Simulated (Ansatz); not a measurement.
# 3-layer Hf2CO2 MXene (AA) in a perpendicular field, part 3 of 3

What dipole does a perpendicular field induce in the 3-layer Hf2CO2 MXene (AA), and does the gap follow? A positive field points along +c.

Ansatz 0.2.0; plane-wave DFT, PBE-D3(BJ), Ansatz PAW (set soft_1); PAW set soft_1.

So far, gap along the path (eV): step 3 (atoms held, field 0) 0.730; step 4 (field 0.1 V/Å) 0.659; step 5 (field -0.1 V/Å) 0.659; step 6 (field 0.2 V/Å) 0.560.

## (7) Single point, field 0.3 V/Å

input.yaml

```yaml
crystal:
  lattice:
    - [3.323149751, 0.0, 0.0]
    - [-1.6615748755, 2.877932105, 0.0]
    - [0.0, 0.0, 34.678609042]
  atoms:
    - { symbol: O, position: [0.3333333333, 0.6666666667, 0.2595259801] }
    - { symbol: Hf, position: [0.6666666667, 0.3333333333, 0.2857087209] }
    - { symbol: C, position: [0.0, 0.0, 0.3251197723] }
    - { symbol: Hf, position: [0.3333333333, 0.6666666667, 0.3645946406] }
    - { symbol: O, position: [0.6666666667, 0.3333333333, 0.3891774524] }
    - { symbol: O, position: [0.3333333333, 0.6666666667, 0.4359878639] }
    - { symbol: Hf, position: [0.6666666667, 0.3333333333, 0.4605747427] }
    - { symbol: C, position: [0.0, 0.0, 0.5] }
    - { symbol: Hf, position: [0.3333333333, 0.6666666667, 0.5394252573] }
    - { symbol: O, position: [0.6666666667, 0.3333333333, 0.5640121361] }
    - { symbol: O, position: [0.3333333333, 0.6666666667, 0.6108225476] }
    - { symbol: Hf, position: [0.6666666667, 0.3333333333, 0.6354053594] }
    - { symbol: C, position: [0.0, 0.0, 0.6748802277] }
    - { symbol: Hf, position: [0.3333333333, 0.6666666667, 0.7142912791] }
    - { symbol: O, position: [0.6666666667, 0.3333333333, 0.7404740199] }
kpoints:
  mp_grid: { grid: [18, 18, 1] }
  band_path:
    path: [[0, 0, 0], [0.5, 0, 0], [0.33333333, 0.33333333, 0], [0, 0, 0]]
    npoints: 16
hamiltonian:
  xc: pbe
  dispersion: d3bj
  pseudopotentials: { kind: paw, azcp: { folder: soft_1 } }
scf:
  occupations: { method: fermi_dirac, width: 0.02585 }
  convergence: { dr2_threshold: 1.0e-10 }
efield:
  axis: 3
  dipole_correction: true
  ramp_position: 0.9559
  ramp_width: 0.0882
  amplitude: 0.3
output:
  write_potential: true
  write_density: true
  volumetric_format: npy
```

Started as:

```console
> ansatz run input.yaml --threads 4 --pin off --max-ram 8192MiB --backend cpu --events-out ev --progress --plain --runs-dir out
```

Standard output:

```text
[...]
Crystal: 15 atoms, lattice volume = 331.659 Å³
Basis set: ecut = 420 eV, 6595 PW (Γ)
Bands: 123, of which v1, the nominal top of the filled ones, is band 102 counted from 1 (101 counted from 0)
Symmetry: 6 space group operations
k-points: 37 of 324 (time reversal used)
[...]
k-point 0: bands = [... 98 lower, 6.4564, 6.4564, 6.7280, 6.7280, 8.4012, 8.4012, 8.6544, 8.6544, ... 17 higher]
  k-point 1: bands = [... 98 lower, 6.2514, 6.3403, 6.4926, 6.6181, 8.4379, 8.5402, 8.6192, 8.8050, ... 17 higher]
  k-point 2: bands = [... 98 lower, 5.8569, 6.0293, 6.0685, 6.3530, 8.3149, 8.5236, 8.7845, 8.8814, ... 17 higher]
  k-point 36: bands = [... 98 lower, 4.1241, 4.3285, 4.3988, 4.4849, 8.6459, 8.8302, 9.1682, 9.6250, ... 17 higher]
[key lines of the parts left out:]
SCF converged after 18 iterations
Free energy (F): -98513.457610 eV
Fermi energy:    6.943360 eV
Dipole field:    D = 0.138813 V/Å  (p = 0.254425 e·Å, saw-weighted, corrected)
```

Elapsed: 84 s, on 4 threads of Intel Xeon Platinum 8488C (Sapphire Rapids), shared host; peak memory 2.1 GiB; 5.5 min of CPU time.

The dipole is 0.254 e·Å, and the gap 0.448 eV.

## (8) Response, atoms held

This step: plane-wave DFT, PBE-D3(BJ), Ansatz PAW (set soft_1); response to a field along the normal, atoms held; PAW set soft_1 (Ansatz 0.2.0).

The dipoles give the slope, and the difference of two potentials shows where the field is screened.

Numbers from this step:

- equivalent conductor thickness p/(ε₀AE): 16.04 Å
- distance between the outer atoms: 16.68 Å

The dipole of the cell by applied field:

```csv
applied field (V/Å),dipole of the cell (e·Å)
-0.100,-0.0848
0.000,0
0.100,0.0848
0.200,0.170
0.300,0.254
```

Local field over the applied field, running mean. From the potentials at -0.1 and 0.1 V/Å; running mean over 2.8 Å. Table of local field over applied field by z:

```csv
z (Å),local field over applied field
4.5,1.000
5.0,0.999
5.5,0.996
6.0,0.986
6.5,0.959
7.0,0.893
7.5,0.779
8.0,0.638
8.5,0.483
9.0,0.337
9.5,0.211
10.0,0.126
10.5,0.0824
11.0,0.0704
11.5,0.0689
12.0,0.0748
12.5,0.107
13.0,0.144
13.5,0.177
14.0,0.197
14.5,0.198
15.0,0.183
15.5,0.152
16.0,0.116
16.5,0.0807
17.0,0.0666
17.5,0.0668
18.0,0.0721
18.5,0.103
19.0,0.139
19.5,0.173
20.0,0.195
20.5,0.199
21.0,0.187
21.5,0.156
22.0,0.120
22.5,0.0847
23.0,0.0684
23.5,0.0700
24.0,0.0746
24.5,0.107
25.0,0.174
25.5,0.289
26.0,0.429
26.5,0.582
27.0,0.732
27.5,0.857
28.0,0.941
28.5,0.979
29.0,0.993
29.5,0.998
30.0,0.999
```

The induced electron density oscillates, so the rows of the table below give means over 1 Å (shorter at the two ends). Its distinct maxima (Å: e/Å³ per V/Å): 8.4: 0.00344, 10.5: 7.4e-4, 12.6: 2.6e-4, 15.3: 0.00177, 16.6: 6.0e-4, 18.6: 2.8e-4, 21.4: 0.00176, 22.7: 6.0e-4, 24.7: 1.9e-4. Distinct minima: 10.0: -1.9e-4, 12.0: -6.0e-4, 13.3: -0.00176, 16.0: -2.8e-4, 18.1: -6.0e-4, 19.4: -0.00177, 22.1: -2.6e-4, 24.1: -7.4e-4, 26.3: -0.00344.

Electrons, planar mean, per unit field. Table of induced electron density by z; means over each step:

z (Å), induced electron density (e/Å³ per V/Å) and a bar from the least value:
```
        5    0.00000 ##############
        6    0.00006 ###############
        7    0.00053 ##################
        8    0.00260 ##############################
        9    0.00171 #########################
       10    0.00016 ###############
       11    0.00027 ################
       12   -0.00033 ############
       13   -0.00067 ##########
       14   -0.00013 ##############
       15    0.00069 ###################
       16    0.00019 ###############
       17    0.00024 ################
       18   -0.00034 ############
       19   -0.00058 ###########
       20   -0.00021 #############
       21    0.00062 ##################
       22    0.00024 ################
       23    0.00027 ################
       24   -0.00038 ############
       25   -0.00046 ############
       26   -0.00237 
       27   -0.00182 ###
       28   -0.00027 #############
       29   -0.00003 ##############
       30    0.00000 ##############
```

The smaller of the gaps on the path and on the k-mesh, counted as 0 under 0.03 eV. The gap by applied field:

```csv
applied field (V/Å),gap (eV)
-0.100,0.659
0.000,0.730
0.100,0.659
0.200,0.560
0.300,0.448
```

By hand: between -0.1 and 0.1 V/Å the dipole changes by 0.1696 e·Å, a slope of 0.8478 e·Å²/V. A perfect conductor of thickness t has p = ε₀AEt, so t = 180.95 × 0.8478 / 9.564 = 16.04 Å (e/ε₀ = 180.95 V·Å, A in Å²).

The induced dipole is that of a conductor 16.04 Å thick.

## (9) Outcome

```
gap without field                          : 0.730 eV
ionisation energy, upper face              : 5.28 eV
electron affinity, upper face              : 4.55 eV
equivalent conductor thickness, atoms held : 16.0 Å
```

The induced dipole equals that of a perfect conductor 16.04 Å thick, while the outer atoms lie 16.68 Å apart; an out-of-plane ε follows only once a thickness t is chosen, by 1 − 1/ε = 16.04 Å / t. The gap goes from 0.73 eV to 0.45 eV at 0.3 V/Å. With the field reversed it is 0.66 eV at -0.1 V/Å. Semilocal functionals give gaps that are too small, and excitons are not included. Atoms moved by up to 2.0 Å in the relaxation, so the end structure is to be read from its coordinates and not from the name. Spin-orbit coupling is left out, which matters for the bands of elements this heavy. The MXene's terminations sit over the metal atoms of its far layer; the site over carbon or nitrogen, which some compounds prefer, was not run.

[Long decimals in the printed logs are rounded to 6 places.]

[Logs are printed without paths, hosts, clocks, repeated set-up lines and the standing remarks that a program may print on its own settings, such as how far it seeks lower states.]

[Hosts, paths, dates, database ids (printed as entryN), source tags and the programs' standing remarks are cut or masked in the printed files.]

[Maps of the electrostatic potential energy from Ansatz leave out the sawtooth potential of an applied field or a dipole correction, so their vacuum need not be flat; planar profiles and work functions include it.]
